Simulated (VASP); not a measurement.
A run of VASP 6.6.1:

Contents of INCAR:

```
SYSTEM = AlGaN2
ALGO = Normal
EDIFF = 1E-7
ENCUT = 520
GGA = CA
ISIF = 2
ISMEAR = 0
LASPH = .TRUE.
LCHARG = .TRUE.
LELF = .TRUE.
LREAL = .FALSE.
LVHAR = .TRUE.
LWAVE = .FALSE.
NBANDS = 21
NELM = 100
PREC = Accurate
SIGMA = 0.02
```

Contents of KPOINTS:

```
k-points
0
G
  10 10 6
  0 0 0
```

POSCAR

```
AlGaN2
1.0
    3.1531892867      0.0000000000      0.0000000000
    0.0000000000      3.1531892867      0.0000000000
    0.0000000000      0.0000000000      4.4411793847
Al Ga N
1 1 2
Direct
    0.5000000000      0.5000000000      0.5000000000
    0.0000000000      0.0000000000      0.0000000000
    0.5000000000      0.0000000000      0.7382648100
    0.0000000000      0.5000000000      0.2617351900
```

Potentials or basis: VASP PAW LDA potentials, release 64 (Al, Ga_d, N).

Run with:

```bash
$ cat potpaw_LDA.64/Al/POTCAR potpaw_LDA.64/Ga_d/POTCAR potpaw_LDA.64/N/POTCAR > POTCAR
$ mpirun -np 1 vasp_std > vasp.out
```

Hardware: 1 thread of Intel(R) Xeon(R) 6975P-C (Granite Rapids), with other jobs on the host.

Problem. Estimate the wall time of this run.

Solution. Run time: 20 s on 1 thread of Intel(R) Xeon(R) 6975P-C (Granite Rapids), on a shared host, peak memory 0.19 GiB. Counts: scf iterations 14, k points 84.
